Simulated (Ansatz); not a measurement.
HfB2:

```
Hf B
1.0
     3.14000    0.00000    0.00000
    -1.57000    2.71932    0.00000
     0.00000    0.00000    3.48000
Hf B
1 2
Direct
  0.00000 0.00000 0.00000
  0.66667 0.33333 0.50000
  0.33333 0.66667 0.50000
```

```yaml
Program: Ansatz 0.2.0
Task: relaxation of cell and atoms
Functional: BLYP
Potentials_or_basis: Ansatz PAW earlier set
Cutoff: 710 eV
Density_cutoff: 2840 eV
k_mesh: 8 × 8 × 7
Occupations: fermi-dirac, width 0.05 eV
Spin: no spin polarisation
```

At the start: pressure 7.9 GPa; volume 9.90 Å³/atom.

Problem. Where does the relaxation end?

Solution. Over 24 steps the energy falls by 9.0 meV/atom and the volume is 10.23 Å³/atom (+3.3 %); space group P6/mmm (No. 191, to 0.05 Å).

Step by step:
```tsv
step	energy change (eV)	largest force (eV/Å)	pressure (GPa)	volume (Å³)
1	0.0000	0.0000	7.89	29.71
2	-0.0069	0.0000	6.62	29.86
3	-0.0169	0.0000	4.36	30.13
4	-0.0243	0.0000	1.53	30.48
5	-0.0255	0.0000	-1.31	30.86
6	-0.0256	0.0000	-1.26	30.86
7	-0.0258	0.0000	-1.16	30.84
8	-0.0260	0.0000	-1.01	30.83
9	-0.0262	0.0000	-0.83	30.80
10	-0.0265	0.0000	-0.62	30.78
11	-0.0267	0.0000	-0.38	30.75
12	-0.0268	0.0000	-0.13	30.71
13	-0.0269	0.0000	0.13	30.68
14	-0.0269	0.0000	0.38	30.65
15	-0.0269	0.0000	0.38	30.65
16	-0.0269	0.0000	0.36	30.66
17	-0.0269	0.0000	0.35	30.66
18	-0.0269	0.0000	0.33	30.66
19	-0.0270	0.0000	0.31	30.66
20	-0.0270	0.0000	0.28	30.67
21	-0.0270	0.0000	0.25	30.67
22	-0.0270	0.0000	0.21	30.68
23	-0.0270	0.0000	0.16	30.68
24	-0.0270	0.0000	0.11	30.69
```

Final structure:
```yaml
crystal:
  lattice:
    - [3.15995, 0.00000, 0.00000]
    - [-1.57997, 2.73659, 0.00000]
    - [0.00000, 0.00000, 3.54897]
  atoms:
    - { symbol: Hf, position: [0.00000, 0.00000, 0.00000] }
    - { symbol: B, position: [0.66667, 0.33333, 0.50000] }
    - { symbol: B, position: [0.33333, 0.66667, 0.50000] }
```

Caveat: the potentials were made for another functional, which shifts forces and pressure.
